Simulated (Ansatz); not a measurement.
Method: DFT PBE, scalar-relativistic, plane waves, PAW in Ansatz. All cells share a 420 eV cutoff and Γ-centred k meshes spaced at most about 0.3 Å⁻¹ (about 0.25 or finer for metals, 2π included). No spin polarisation in the final relaxations.

All energies are static (0 K, no zero-point motion). All come from trial cells, and lower structures may exist.

Question: Which of these relaxed structures of Cd3HgTe4 is the lowest in energy?
A.

```
Cd Hg Te
1.0
     4.31807    0.00000    0.00000
     0.00000    4.31807    0.00000
     0.00000    0.00000   12.37941
Cd Hg Te
3 1 4
Direct
  0.00000 0.00000 0.75096
  0.50000 0.50000 0.00000
  0.00000 0.00000 0.24904
  0.50000 0.50000 0.50000
  0.00000 0.00000 0.00000
  0.50000 0.50000 0.24202
  0.00000 0.00000 0.50000
  0.50000 0.50000 0.75798
```

B.

```
Cd Hg Te
1.0
     4.68735    0.00000    0.00000
     0.00000    4.68735    0.00000
     0.00000    0.00000   13.24264
Cd Hg Te
3 1 4
Direct
  0.50000 0.50000 0.25048
  0.00000 0.00000 0.50000
  0.50000 0.50000 0.74952
  0.00000 0.00000 0.00000
  0.50000 0.00000 0.37528
  0.00000 0.50000 0.62472
  0.50000 0.00000 0.87396
  0.00000 0.50000 0.12604
```

Answer: B. It has Cd and Hg ordered on zinc blende sites, space group P-4m2 (No. 115); the next, A, with Cd and Hg ordered on rock salt sites, space group P4/mmm (No. 123), lies 172 meV/atom higher. Counting Te atoms around Cd and Hg (those within 1.25 times the shortest such distance or 1.15 times the sum of covalent radii), the lowest has Cd 4, Hg 4 and the next has Cd 6, Hg 6.

These runs have no spin–orbit coupling, which can matter for Hg and Te. Cells relaxed within their symmetry can be saddle points. Some structure types and database cells were kept out of the candidates from the start, so a known form may be missing.
